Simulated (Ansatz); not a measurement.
**MoS2: single point with PBE**

MoS2, a slab with vacuum:

```
CELL_PARAMETERS angstrom
3.18402 0.00000 0.00000
-1.59201 2.75744 0.00000
0.00000 0.00000 28.38732
ATOMIC_POSITIONS crystal
Mo 0.33333 0.66667 0.22816
Mo 0.33333 0.66667 0.77184
Mo 0.66667 0.33333 0.00000
S 0.66667 0.33333 0.17349
S 0.66667 0.33333 0.71719
S 0.33333 0.66667 0.94533
S 0.66667 0.33333 0.28281
S 0.66667 0.33333 0.82651
S 0.33333 0.66667 0.05467
```

| Quantity | Value |
| --- | --- |
| Program | Ansatz 0.2.0 |
| Task | single point |
| Functional | PBE |
| Potentials or basis | Ansatz PAW |
| Cutoff | 420 eV (not typed: the program's choice for these potentials) |
| k mesh | 10 × 10 × 1 |
| Occupations | gaussian, width 0.014 eV |
| Spin | no spin polarisation |

The largest force is 0.217 eV/Å. The band gap on the k mesh is 1.30 eV, indirect (least direct gap 1.88 eV).

Forces on the atoms (eV/Å):
```
Mo   0.000  0.000  0.005
Mo   0.000  0.000 -0.005
Mo   0.000  0.000  0.000
S    0.000  0.000 -0.168
S    0.000  0.000 -0.217
S    0.000  0.000 -0.170
S    0.000  0.000  0.217
S    0.000  0.000  0.168
S    0.000  0.000  0.170
```

Stress tensor (GPa, compression positive):
```
0.55 0.00 0.00
0.00 0.55 0.00
0.00 0.00 1.55
```

Levels at points of the mesh, in eV from the valence-band top:
```csv
k point,band 35,band 36,band 37,band 38,band 39,band 40,band 41,band 42,band 43,band 44
"(0.00, 0.00, 0.00)",-2.00,-1.64,-0.64,-0.27,0.00,2.30,2.30,2.30,2.30,2.31
"(0.00, -0.50, 0.00)",-1.47,-1.44,-1.12,-1.09,-1.07,1.76,1.77,1.78,2.24,2.30
```

Run time: 5.2 s on 4 threads of Arm Neoverse V1, with other jobs on the host, peak memory 0.61 GiB.

PBE gaps usually lie below the measured ones, often by a third to a half.
